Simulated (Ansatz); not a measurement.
# Cu: a tetragonal deformation path

An exercise on one series of results from a longer session: the logs are not shown, and one member is left open.

Method: DFT PBEsol, scalar-relativistic, plane waves, PAW, in Ansatz 0.2.0.

## Starting point

The structure is cubic, space group Fm-3m (No. 225). The conventional cell has a = 3.563 Å, b = 3.563 Å, c = 3.563 Å, α = 90.00°, β = 90.00°, γ = 90.00°. Cu (site symmetry m-3m) is surrounded by 12 Cu at 2.52 Å.

As a file:

```
Cu
1.0
     0.00000    1.78169    1.78169
     1.78169    0.00000    1.78169
     1.78169    1.78169    0.00000
Cu
1
Direct
  0.00000 0.00000 0.00000
```

This cell was relaxed beforehand with the same method: volume 11.31 Å³/atom, gap on the mesh none (metal).

The first run:

Contents of input.yaml:

```yaml
crystal:
  lattice:
    - [0.0, 1.7816860089, 1.7816860089]
    - [1.7816860089, 0.0, 1.7816860089]
    - [1.7816860089, 1.7816860089, 0.0]
  atoms:
    - { symbol: Cu, position: [0.0, 0.0, 0.0] }
basis:
  ecutwfc: 420
kpoints:
  mp_grid: { grid: [32, 32, 32] }
hamiltonian:
  xc: pbesol
scf:
  occupations: { method: gaussian, width: 0.15 }
output:
  forces: true
  stress: true
  eigenvalues: true
  write_density: true
  write_potential: true
  elf: true
  volumetric_format: npy
```

Launch:

```bash
> ansatz run input.yaml --threads 1 --pin off --max-ram 2560MiB --backend cpu --events-out ev --progress --plain --runs-dir out
```

Among the steps run: Zero of the scan; Point ρ = 0.707; ρ = 1.414; At ρ = 0.850; ρ = 1.200; ρ = 0.780; ρ = 1.300; ρ = 0.920; ρ = 1.100; ρ = 0.650; At ρ = 1.500; ρ = 0.960; At ρ = 1.050.

One of the session's tables, all rows but one given; the rest of the session is left out.

It belongs to the step «The scan collected». The scan, with free energies counted from the undisturbed cell:

```
    ρ  ΔE (meV/atom)  pressure (GPa)
0.650           39.0             0.8
0.707           39.1             0.7
0.780              ?               ?
0.850           22.2             0.5
0.920            8.0             0.2
0.960            2.3             0.1
1.000            0.0             0.0
1.050            4.1             0.1
1.100           17.3             0.5
1.200           74.0             2.4
1.300          177.1             6.0
1.414          351.8            12.4
1.500          519.3            18.9
```

Estimate the missing values for ρ = 0.780.

Worked estimate for «ΔE (meV/atom)». A straight line through the neighbours (0.707, 39.1) and (0.850, 22.2) gives 39.1 + (22.2 − 39.1) × (0.780 − 0.707) / (0.850 − 0.707) = 30.5; a parabola fitted to 4 rows on both sides gives 32.9.

As computed: ΔE (meV/atom): 34.7; pressure (GPa): 0.7. In «ΔE (meV/atom)» the line misses by -4.2 and the parabola by -1.8.
